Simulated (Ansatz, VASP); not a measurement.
## Mg in VASP and in Ansatz

```xyz
3
Lattice="4.1167 0.0000 0.0000 -2.0583 3.5651 0.0000 0.0000 0.0000 4.6705" Properties=species:S:1:pos:R:3 pbc="T T T"
Mg    0.9279    0.0000    1.5568
Mg   -0.4639    0.8036    3.1137
Mg    1.5944    2.7615    0.0000
```

Alike in both runs: task single point; functional r2SCAN; k mesh 6 × 6 × 4; occupations gaussian, width 0.1 eV; no spin polarisation.

|  | VASP | Ansatz |
| --- | --- | --- |
| version | VASP 6.6.1 | Ansatz 0.2.0 |
| potentials or method | VASP PAW PBE potentials, release 64 (Mg) | scalar-relativistic, plane waves, PAW |
| plane-wave cutoff (eV) | 520 | 500 |
| valence electrons in the cell | 6 | 30 |

Ansatz gave:

| Item | Value |
| --- | --- |
| gap on the k mesh at the Fermi level (eV) | none |
| pressure (GPa) | 15.4 |
| largest component of the traceless stress (GPa) | 4.79 |
| rms of the force components (eV/Å) | 2.822 |

Task: What did VASP give for the same quantities?

Result: gap on the k mesh at the Fermi level (eV): none; pressure (GPa): 15.4; largest component of the traceless stress (GPa): 4.75; rms of the force components (eV/Å): 2.825.

Atom by atom the forces differ by 0.003 eV/Å (rms over components). A gap of «none» marks a metal or a gap that the smearing closes. The two sets of potentials don't hold the same shells in valence.

Caveats: so large a pressure means that the cell lies far from this level's equilibrium, or that cutoff or potentials fall short (VASP); the potentials were made for another functional, which shifts forces and pressure (VASP).
